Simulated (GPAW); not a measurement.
Write an ASE script for GPAW 26.7.0 that does the following.

```yaml
Task: band structure
Functional: PBEsol
Potentials_or_basis: PAW data sets generated in the run's folder for this functional
Cutoff: 600 eV
Basis: pw
k_mesh: 11 × 11 × 11
Occupations: fermi-dirac, width 0.05 eV
Spin: no spin polarisation
Maxiter: 150
Band_path: GXWKGLUWLK,UX
Band_points: 80
```

Crystal: Au.

```
Au
1.0
     0.00000    2.03500    2.03500
     2.03500    0.00000    2.03500
     2.03500    2.03500    0.00000
Au
1
Direct
  0.00000 0.00000 0.00000
```

These files were run (other wordings do the same):

run.py

```python
from ase import Atoms
from ase.dft.bandgap import bandgap
from ase.io import write
from ase.units import GPa
from gpaw import GPAW, PW, setup_paths

setup_paths.insert(0, '.')

atoms = Atoms(['Au'],
              cell=[[0.0, 2.035, 2.035],
                    [2.035, 0.0, 2.035],
                    [2.035, 2.035, 0.0]],
              scaled_positions=[[0.0, 0.0, 0.0]],
              pbc=True)

calc = GPAW(mode=PW(600),
            xc='PBEsol',
            kpts={'size': (11, 11, 11), 'gamma': True},
            occupations={'name': 'fermi-dirac', 'width': 0.05},
            nbands=14,
            convergence={'density': 1e-05, 'energy': 1e-05},
            maxiter=150,
            txt='gpaw.txt')
atoms.calc = calc
energy = atoms.get_potential_energy()
forces = atoms.get_forces()
stress = atoms.get_stress()
calc.write('gs.gpw')
write('result.traj', atoms)
print(f'Energy: {energy:.6f} eV')
print('Forces (eV/A):')
print(forces.round(4))
print('Stress (GPa):', (stress / GPa).round(3))
print('Fermi level:', round(calc.get_fermi_level(), 4), 'eV')
print(f'Gap: {bandgap(calc)[0]:.4f} eV, direct: {bandgap(calc, direct=True)[0]:.4f} eV')

path = atoms.cell.bandpath('GXWKGLUWLK,UX', npoints=80, eps=1e-4)
bs_calc = calc.fixed_density(kpts=path, symmetry='off', nbands=21,
                             convergence={'bands': 'CBM+6.0', 'eigenstates': 1e-6}, txt='bands.txt')
bs = bs_calc.band_structure()
bs.write('bs.json')
print(f'Gap on the path: {bandgap(bs_calc)[0]:.4f} eV')
```

Potentials or basis: PAW data sets generated in the run's folder for this functional, pw.

Run with:

```bash
$ gpaw-setup -f PBEsol Au
$ OMP_NUM_THREADS=1 python run.py
```

Results of the run:

| Quantity | Value |
| --- | --- |
| Pressure | 4.7 GPa |
| Band gap along the path | none (metal or under the smearing width) |

Caveat: with this Au data set, volumes or pressures lay over 1.5 % or 2 GPa off other programs in two to four cells of ten; spin-orbit coupling is left out, which moves the levels of the heavy elements.

Run time: 24 s on 1 thread of Arm Neoverse V1, with other jobs on the host, peak memory 0.17 GiB.
